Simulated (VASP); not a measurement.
# Si53H2O (a cell with a defect) in VASP: relaxation of the atoms with PBE

Aim: the relaxation of the atoms of Si53H2O (a cell with a defect) with PBE.

Everything below comes from runs of VASP 6.6.1. Logs are shortened: lines on timing, memory, paths and dates and some standing lists are left out, and cuts for length are marked.

## (1) The crystal as given

The cell holds a defect, 56 atoms: a = 11.601 Å, b = 11.601 Å, c = 11.601 Å, α = 60.00°, β = 60.00°, γ = 60.00°.

## (2) Relaxation of the atoms, PBE

File INCAR:

```
SYSTEM = Si53H2O
PREC = Normal
ENCUT = 450
EDIFF = 1E-6
ISMEAR = 0
SIGMA = 0.01
LREAL = Auto
LASPH = .True.
NELM = 80
ALGO = Normal
ISIF = 2
LWAVE = .False.
LCHARG = .False.
GGA = PE
IBRION = 2
NSW = 70
EDIFFG = -0.025
ICORELEVEL = 1
ISYM = 0
KPAR = 4
NCORE = 2
```

File KPOINTS:

```
regular mesh
0
Gamma
  2 2 2
  0 0 0
```

File POSCAR:

```
Si53H2O
1.0
   -8.2028910000      8.2028910000      0.0000000000
   -8.2028910000      0.0000000000      8.2028910000
    0.0000000000      8.2028910000      8.2028910000
O Si H
1 53 2
Direct
    0.7695239800      0.7322981800      0.7284475200
    0.0833333300      0.7500000000      0.7500000000
    0.7500000000      0.0833333300      0.7500000000
    0.7500000000      0.7500000000      0.0833333300
    0.4166666700      0.7500000000      0.7500000000
    0.0833333300      0.0833333300      0.7500000000
    0.0833333300      0.7500000000      0.0833333300
    0.7500000000      0.4166666700      0.7500000000
    0.7500000000      0.0833333300      0.0833333300
    0.7500000000      0.7500000000      0.4166666700
    0.4166666700      0.0833333300      0.7500000000
    0.4166666700      0.7500000000      0.0833333300
    0.0833333300      0.4166666700      0.7500000000
    0.0833333300      0.0833333300      0.0833333300
    0.0833333300      0.7500000000      0.4166666700
    0.7500000000      0.4166666700      0.0833333300
    0.7500000000      0.0833333300      0.4166666700
    0.4166666700      0.4166666700      0.7500000000
    0.4166666700      0.0833333300      0.0833333300
    0.4166666700      0.7500000000      0.4166666700
    0.0833333300      0.4166666700      0.0833333300
    0.0833333300      0.0833333300      0.4166666700
    0.7500000000      0.4166666700      0.4166666700
    0.4166666700      0.4166666700      0.0833333300
    0.4166666700      0.0833333300      0.4166666700
    0.0833333300      0.4166666700      0.4166666700
    0.4166666700      0.4166666700      0.4166666700
    0.8333333300      0.8333333300      0.5000000000
    0.1666666700      0.8333333300      0.5000000000
    0.8333333300      0.1666666700      0.5000000000
    0.8500000000      0.8500000000      0.8500000000
    0.5000000000      0.8333333300      0.5000000000
    0.1666666700      0.1666666700      0.5000000000
    0.1666666700      0.8333333300      0.8333333300
    0.8333333300      0.5000000000      0.5000000000
    0.8333333300      0.1666666700      0.8333333300
    0.8333333300      0.8333333300      0.1666666700
    0.5000000000      0.1666666700      0.5000000000
    0.4500000000      0.8500000000      0.8500000000
    0.1666666700      0.5000000000      0.5000000000
    0.1666666700      0.1666666700      0.8333333300
    0.1666666700      0.8333333300      0.1666666700
    0.8333333300      0.5000000000      0.8333333300
    0.8333333300      0.1666666700      0.1666666700
    0.5000000000      0.5000000000      0.5000000000
    0.5000000000      0.1666666700      0.8333333300
    0.5000000000      0.8333333300      0.1666666700
    0.1666666700      0.5000000000      0.8333333300
    0.1666666700      0.1666666700      0.1666666700
    0.8333333300      0.5000000000      0.1666666700
    0.5000000000      0.5000000000      0.8333333300
    0.5000000000      0.1666666700      0.1666666700
    0.1666666700      0.5000000000      0.1666666700
    0.5000000000      0.5000000000      0.1666666700
    0.8016666700      0.8016666700      0.8016666700
    0.5950000000      0.8016666700      0.8016666700
```

Potentials or basis: VASP PAW PBE potentials, release 64 (O, Si, H).

Run with:

```console
$ cat potpaw_PBE.64/O/POTCAR potpaw_PBE.64/Si/POTCAR potpaw_PBE.64/H/POTCAR > POTCAR
$ mpirun -np 8 vasp_std > vasp.out
```

OUTCAR:

```text
SYSTEM = Si53H2O
   PREC = Normal
   ENCUT = 450
   EDIFF = 1E-6
   ISMEAR = 0
   LREAL = Auto
   LASPH = .True.
   NELM = 80
   ISIF = 2
   GGA = PE
   IBRION = 2
   NSW = 70
   EDIFFG = -0.025
   ISYM = 0

 ion  position               nearest neighbor table
   1  0.770  0.732  0.728-  28 2.18  43 2.22
   2  0.083  0.750  0.750-  31 2.25  29 2.37  34 2.37  48 2.37
   3  0.750  0.083  0.750-  31 2.25  30 2.37  36 2.37  46 2.37
   4  0.750  0.750  0.083-  31 2.25  37 2.37  47 2.37  50 2.37
   5  0.417  0.750  0.750-  39 2.25  34 2.37  32 2.37  51 2.37
   6  0.083  0.083  0.750-  34 2.37  36 2.37  33 2.37  41 2.37
   7  0.083  0.750  0.083-  34 2.37  37 2.37  53 2.37  42 2.37
[... 45 lines left out ...]
  53  0.167  0.500  0.167-  24 2.37  26 2.37   7 2.37  21 2.37
  54  0.500  0.500  0.167-  12 2.37  16 2.37  24 2.37  27 2.37
  55  0.802  0.802  0.802-  31 1.37
  56  0.595  0.802  0.802-  39 1.37

IMPORTANT INFORMATION: All symmetrisations will be switched off!
NOSYMM: (Re-)initialisation of all symmetry stuff for point group C_1.

----------------------------------------------------------------------------------------

                                     Primitive cell

  volume of cell :    1103.9028

  direct lattice vectors                    reciprocal lattice vectors
    -8.202891000  8.202891000  0.000000000    -0.060954120  0.060954120 -0.060954120
    -8.202891000  0.000000000  8.202891000    -0.060954120 -0.060954120  0.060954120
     0.000000000  8.202891000  8.202891000     0.060954120  0.060954120  0.060954120

  length of vectors
    11.600639703 11.600639703 11.600639703     0.105575632  0.105575632  0.105575632

  position of ions in fractional coordinates (direct lattice)
     0.769523980  0.732298180  0.728447520
     0.083333330  0.750000000  0.750000000
     0.750000000  0.083333330  0.750000000
     0.750000000  0.750000000  0.083333330
     0.416666670  0.750000000  0.750000000
     0.083333330  0.083333330  0.750000000
[... 48 lines left out ...]
     0.801666670  0.801666670  0.801666670
     0.595000000  0.801666670  0.801666670

  ion indices of the primitive-cell ions
   primitive index   ion index
                 1           1
                 2           2
                 3           3
                 4           4
                 5           5
                 6           6
[... 48 lines left out ...]
                55          55
                56          56

----------------------------------------------------------------------------------------

 KPOINTS: regular mesh

Automatic generation of k-mesh.
 Grid dimensions read from file:
 generate k-points for:    2    2    2

 Generating k-lattice:

  Cartesian coordinates                     Fractional coordinates (reciprocal lattice)
    -0.030477060  0.030477060 -0.030477060     0.500000000  0.000000000  0.000000000
    -0.030477060 -0.030477060  0.030477060     0.000000000  0.500000000  0.000000000
     0.030477060  0.030477060  0.030477060     0.000000000  0.000000000  0.500000000

  Length of vectors
     0.052787816  0.052787816  0.052787816

  Shift w.r.t. Gamma in fractional coordinates (k-lattice)
     0.000000000  0.000000000  0.000000000

 Subroutine IBZKPT returns following result:
 ===========================================

 Found      8 irreducible k-points:

 Following reciprocal coordinates:
            Coordinates               Weight
  0.000000  0.000000  0.000000      1.000000
  0.500000  0.000000  0.000000      1.000000
  0.000000  0.500000  0.000000      1.000000
  0.000000  0.000000  0.500000      1.000000
  0.500000  0.500000  0.500000      1.000000
  0.500000  0.500000  0.000000      1.000000
  0.000000  0.500000  0.500000      1.000000
  0.500000  0.000000  0.500000      1.000000
   k-points           NKPTS =      8   k-points in BZ     NKDIM =      8   number of bands    NBANDS=    139
   number of dos      NEDOS =    301   number of ions     NIONS =     56
   total plane-waves  NPLWV = 216000
   dimension x,y,z NGX =    60 NGY =   60 NGZ =   60
   dimension x,y,z NGXF=   120 NGYF=  120 NGZF=  120
   ions per type =               1  53   2
   NGX,Y,Z   is equivalent  to a cutoff of   8.60,  8.60,  8.60 a.u.
   NGXF,Y,Z  is equivalent  to a cutoff of  17.20, 17.20, 17.20 a.u.
 SYSTEM =  Si53H2O
   PREC   = normal    normal or accurate (medium, high low for compatibility)
   ISTART =      0    job   : 0-new  1-cont  2-samecut
   ICHARG =      2    charge: 1-file 2-atom 10-const
   ISPIN  =      1    spin polarized calculation?
   LNONCOLLINEAR =      F non collinear calculations
   LSORBIT =      F    spin-orbit coupling
   LASPH  =      T    aspherical Exc in radial PAW
   ENCUT  =  450.0 eV  33.07 Ry    5.75 a.u.  20.07 20.07 20.07*2*pi/ulx,y,z
   NELM   =     80;   NELMIN=  2; NELMDL= -5     # of ELM steps
   EDIFF  = 0.1E-05   stopping-criterion for ELM
   LREAL  =      T    real-space projection
   EDIFFG = -.3E-01   stopping-criterion for IOM
   NSW    =     70    number of steps for IOM
   IBRION =      2    ionic relax: 0-MD 1-quasi-New 2-CG
   NFREE  =      1    steps in history (QN), initial steepest desc. (CG)
   ISIF   =      2    stress and relaxation
   ISYM   =      0    0-nonsym 1-usesym 2-fastsym
   POTIM  = 0.5000    time-step for ionic-motion
   TEBEG  =    0.0;   TEEND  =   0.0 temperature during run
   PSTRESS=    0.0 pullay stress
   NELECT =     220.0000    total number of electrons
   NUPDOWN=      -1.0000    fix difference up-down
   EMIN   =  10.00;   EMAX   =-10.00  energy-range for DOS
   EFERMI =   0.00;   METHOD = LEGACY
   ISMEAR =     0;   SIGMA  =   0.01  broadening in eV -4-tet -1-fermi 0-gaus
   EFERMI_NEDOS =   21; number of points for ismear=-14 and -15
   IALGO  =     38    algorithm
   IMIX   =      4    mixing-type and parameters
     AMIX     =   0.40;   BMIX     =  1.00
     AMIX_MAG =   1.60;   BMIX_MAG =  1.00
  volume/ion in A,a.u.               =      19.71       133.03
  Fermi-wavevector in a.u.,A,eV,Ry     =   0.956251  1.807053 12.441397  0.914417
  Thomas-Fermi vector in A             =   2.085163
   LORBIT       =      0    0 simple, 1 ext, 2 COOP (PROOUT), +10 PAW based schemes
   GGA     = PE    functional components
   LHFCALC =     F    Hartree Fock is set to
   AEXX    =    0.0000 exact exchange contribution
   IVDW    =     0    specifies the selected vdW correction
   LEPSILON=     F    determine dielectric tensor
   LRPA    =     F    only Hartree local field effects (RPA)
 conjugate gradient relaxation of ions
 non-spin polarized calculation
 Gauss-broadening in eV      SIGMA  =   0.01
  energy-cutoff  :      450.00
  volume of cell :     1103.90
 maximum number of plane-waves:     23973
   NGX = 41   NGY = 41   NGZ = 41

--------------------------------------- Ionic step        1  -------------------------------------------

 number of electron     220.0000004 magnetization

 Free energy of the ion-electron system (eV)
  ---------------------------------------------------
  ext. energy  EPLUGINS =         0.00000000
  ---------------------------------------------------
  free energy    TOTEN  =      -296.57059841 eV

  energy without entropy =     -296.57059841  energy(sigma->0) =     -296.57059841

------------------------ aborting loop because EDIFF is reached ----------------------------------------

  FORCE on cell =-STRESS in cart. coord.  units (eV):
  Direction    XX          YY          ZZ          XY          YZ          ZX
  --------------------------------------------------------------------------------------
  -------------------------------------------------------------------------------------
  Total        1.9803953      1.9788268      7.3327770    -10.3442982      0.0213456      0.0162911
  in kB        2.8742971      2.8720206     10.6426123    -15.0134602      0.0309804      0.0236446
  external PRESSURE =       5.4629766 kB  Pullay stress =       0.0000000 kB
[... 251 lines left out ...]
  FREE ENERGIE OF THE ION-ELECTRON SYSTEM (eV)
  ---------------------------------------------------
  free  energy   TOTEN  =      -298.0822253366 eV

  energy  without entropy=     -298.0822253366  energy(sigma->0) =     -298.08222534

[... ionic steps 4 to 31 ...]

--------------------------------------- Ionic step       32  -------------------------------------------

 number of electron     219.9999976 magnetization

------------------------ aborting loop because EDIFF is reached ----------------------------------------

  FORCE on cell =-STRESS in cart. coord.  units (eV):
  Direction    XX          YY          ZZ          XY          YZ          ZX
  --------------------------------------------------------------------------------------
  -------------------------------------------------------------------------------------
  Total       -0.5883539     -0.5915918      7.7062127     -7.4749056     -0.0109662     -0.0108829
  in kB       -0.8539224     -0.8586217     11.1846077    -10.8488943     -0.0159161     -0.0157951
  external PRESSURE =       3.1573545 kB  Pullay stress =       0.0000000 kB
[... 165 lines left out ...]
  energy  without entropy=     -300.2671220608  energy(sigma->0) =     -300.26712206

--------------------------------------- Ionic step       34  -------------------------------------------

 number of electron     219.9999974 magnetization

 Free energy of the ion-electron system (eV)
  ---------------------------------------------------
  ext. energy  EPLUGINS =         0.00000000
  ---------------------------------------------------
  free energy    TOTEN  =      -300.26725284 eV

  energy without entropy =     -300.26725284  energy(sigma->0) =     -300.26725284

 the core state eigenenergies are
   1-  1s   -500.9720
   2-  1s  -1774.1144  2s   -128.1300  2p    -84.1525
   3-  1s  -1774.1103  2s   -128.1241  2p    -84.1468
   4-  1s  -1774.1101  2s   -128.1240  2p    -84.1467
   5-  1s  -1774.1144  2s   -128.1301  2p    -84.1526
   6-  1s  -1774.2421  2s   -128.2279  2p    -84.2525
   7-  1s  -1774.2419  2s   -128.2277  2p    -84.2523
[... 45 lines left out ...]
  53-  1s  -1774.2431  2s   -128.2253  2p    -84.2501
  54-  1s  -1774.2274  2s   -128.2063  2p    -84.2314
  55-
  56-

 E-fermi :   5.5973     XC(G=0):  -9.3026

 val. band max:        5.4869966548   @ k =   0.0000   0.0000   0.0000
 cond. band min:       6.1740251968   @ k =   0.0000   0.0000   0.0000
 fundamental gap:      0.6870285419
 Fermi energy:         5.5973124015

 k-point     1 :       0.0000    0.0000    0.0000
  band No.  band energies     occupation
      1     -14.6712      2.00000
      2      -6.2465      2.00000
      3      -5.2098      2.00000
      4      -5.0071      2.00000
      5      -4.9761      2.00000
      6      -4.9511      2.00000
[... 131 lines left out ...]
    138       7.6890      0.00000
    139       7.7157      0.00000

 k-point     2 :       0.5000    0.0000    0.0000
  band No.  band energies     occupation
      1     -14.6712      2.00000
      2      -5.9679      2.00000
      3      -5.8310      2.00000
      4      -5.2415      2.00000
      5      -5.0510      2.00000
      6      -5.0381      2.00000
[... 166 lines left out ...]
  FREE ENERGIE OF THE ION-ELECTRON SYSTEM (eV)
  ---------------------------------------------------
  free  energy   TOTEN  =      -300.2672528363 eV

  energy  without entropy=     -300.2672528363  energy(sigma->0) =     -300.26725284

 reached required accuracy - stopping structural energy minimisation
```

Wall time 62 min (8 MPI ranks of Intel Xeon Platinum 8488C (Sapphire Rapids), shared host); peak memory 0.62 GiB.

Results:

* Free energy: -300.2673 eV
* Energy gained by relaxing: 66.0 meV/atom
* Ionic steps: 34
* Largest force after relaxing: 0.020 eV/Å
* Band gap on the k mesh: 0.69 eV, direct

Forces on the atoms (eV/Å):
```
O    0.011  0.011 -0.004
Si  -0.002  0.002  0.004
Si   0.001  0.002  0.001
Si  -0.003 -0.002  0.000
Si   0.003 -0.002  0.003
Si  -0.005 -0.005  0.002
Si   0.005  0.006  0.002
Si  -0.002  0.001  0.002
Si  -0.005  0.007  0.001
Si  -0.004  0.002  0.003
Si   0.001  0.001  0.001
Si  -0.001 -0.002  0.001
Si   0.001 -0.002  0.002
Si   0.007 -0.005  0.001
Si   0.002 -0.004  0.003
Si  -0.003 -0.003  0.000
Si   0.002  0.002 -0.002
Si   0.000  0.000 -0.001
Si   0.000  0.000 -0.006
Si   0.000  0.000  0.002
Si   0.004 -0.001  0.000
Si   0.000  0.000 -0.001
Si  -0.001  0.001  0.005
Si   0.001  0.002  0.001
Si   0.000  0.000 -0.002
Si  -0.002 -0.002 -0.005
Si   0.001 -0.001  0.005
Si  -0.012 -0.012 -0.010
Si   0.000  0.001  0.002
Si   0.001  0.003  0.004
Si   0.004 -0.003 -0.001
Si   0.002  0.000  0.002
Si  -0.004 -0.004 -0.002
Si   0.001  0.001 -0.001
Si  -0.002  0.001  0.001
Si   0.000 -0.002  0.000
Si   0.002  0.000  0.000
Si   0.003  0.001  0.004
Si  -0.007  0.008 -0.004
Si   0.001 -0.002  0.001
Si  -0.002  0.000  0.000
Si   0.000  0.002  0.000
Si   0.001  0.001 -0.005
Si   0.001  0.001  0.003
Si   0.000  0.000 -0.002
Si  -0.001 -0.001 -0.004
Si   0.000  0.000 -0.004
Si   0.000  0.002  0.003
Si   0.005 -0.003  0.001
Si  -0.004 -0.002  0.004
Si   0.002  0.000  0.003
Si  -0.003  0.005  0.001
Si   0.003  0.002 -0.002
Si  -0.002 -0.004  0.004
H   -0.004  0.004 -0.008
H    0.007 -0.007 -0.006
```

Step by step:
| step | energy change (eV) | largest force (eV/Å) | pressure (GPa) |
| --- | --- | --- | --- |
| 1 | 0.0000 | 3.4392 | 0.55 |
| 2 | -1.4635 | 2.5314 | 0.02 |
| 3 | -1.5116 | 2.6567 | -0.05 |
| 4 | -2.6928 | 2.0841 | 0.12 |
| 5 | -2.7799 | 2.3557 | 0.29 |
| 6 | -2.9502 | 2.7580 | 0.66 |
| 7 | -3.1768 | 1.7339 | 0.43 |
| 8 | -3.3210 | 1.0149 | 0.31 |
| 9 | -3.3242 | 0.8547 | 0.31 |
| 10 | -3.4116 | 0.5952 | 0.23 |
| 11 | -3.4182 | 0.8563 | 0.22 |
| 12 | -3.4931 | 0.6637 | 0.28 |
| 13 | -3.5627 | 1.1107 | 0.42 |
| 14 | -3.6151 | 0.5731 | 0.40 |
| 15 | -3.6183 | 0.6903 | 0.41 |
| 16 | -3.6555 | 0.1621 | 0.34 |
| 17 | -3.6587 | 0.2621 | 0.31 |
| 18 | -3.6677 | 0.1496 | 0.32 |
| 19 | -3.6740 | 0.1281 | 0.32 |
| 20 | -3.6796 | 0.0870 | 0.32 |
| 21 | -3.6820 | 0.2710 | 0.32 |
| 22 | -3.6860 | 0.0944 | 0.31 |
| 23 | -3.6872 | 0.1410 | 0.31 |
| 24 | -3.6894 | 0.0778 | 0.30 |
| 25 | -3.6907 | 0.1266 | 0.30 |
| 26 | -3.6926 | 0.0647 | 0.31 |
| 27 | -3.6932 | 0.1011 | 0.33 |
| 28 | -3.6951 | 0.0735 | 0.32 |
| 29 | -3.6953 | 0.0936 | 0.32 |
| 30 | -3.6961 | 0.0931 | 0.32 |
| 31 | -3.6961 | 0.0672 | 0.32 |
| 32 | -3.6965 | 0.0325 | 0.32 |
| 33 | -3.6965 | 0.0353 | 0.32 |
| 34 | -3.6967 | 0.0200 | 0.32 |

Final structure:
```
O Si H
1.0
    -8.20289    8.20289    0.00000
    -8.20289    0.00000    8.20289
     0.00000    8.20289    8.20289
O Si H
1 53 2
Cartesian
  -12.3047 12.3040 11.1592
  -6.8522 6.8516 12.3521
  -6.8741 12.3083 6.9377
  -12.3088 6.8738 6.9382
  -9.5542 9.5535 12.3520
  -1.3683 6.8346 6.8791
  -6.8351 1.3677 6.8792
  -9.5653 12.2465 9.5482
  -6.8478 6.8468 1.4377
  -12.2467 9.5649 9.5483
  -4.0974 9.5318 6.9377
  -9.5320 4.0969 6.9381
  -4.1593 6.8405 9.5483
  -1.3561 1.3550 1.4377
  -6.8409 4.1591 9.5483
  -9.7151 6.6906 4.0767
  -6.6916 9.7142 4.0759
  -6.8468 9.5589 9.6009
  -4.1017 4.1012 1.4295
  -9.5594 6.8464 9.6006
  -4.1083 1.3518 4.1335
  -1.3528 4.1076 4.1336
  -9.5343 9.5341 6.7745
  -6.8508 4.0944 4.1333
  -4.0953 6.8501 4.1336
  -4.1021 4.1008 6.8452
  -6.8717 6.8715 6.7744
  -13.4701 11.1385 10.7726
  -8.1961 5.4804 10.9698
  -8.1524 10.9551 5.4739
  -13.7880 13.7878 13.8662
  -10.9254 8.2096 10.9697
  -2.7275 5.4754 5.4954
  -8.2032 8.2026 13.7147
  -10.8965 10.8961 8.1365
  -8.2210 13.6878 8.2764
  -13.6886 8.2205 8.2768
  -5.4507 8.2534 5.4739
  -10.8207 10.8205 13.8662
  -5.5096 5.5093 8.1365
  -2.7180 8.1848 8.2764
  -8.1852 2.7172 8.2768
  -11.1385 13.4701 10.7727
  -8.2037 8.2020 2.8214
  -8.2030 8.2027 8.2076
  -5.4664 10.9394 8.2642
  -10.9397 5.4660 8.2642
  -5.4811 8.1953 10.9696
  -2.7306 2.7298 2.7866
  -10.9557 8.1520 5.4745
  -8.2105 10.9247 10.9695
  -5.4731 5.4723 2.7866
  -5.4761 2.7267 5.4951
  -8.2537 5.4500 5.4744
  -12.9064 12.9062 13.0751
  -11.7026 11.7024 13.0751
```

Caveat: the cutoff is under 1.25 times the usual one of these potentials, so pressure, stress and relaxed cells hold a basis-set (Pulay) error. Expect the measured gap to be larger: semilocal functionals such as PBE lack the derivative discontinuity.
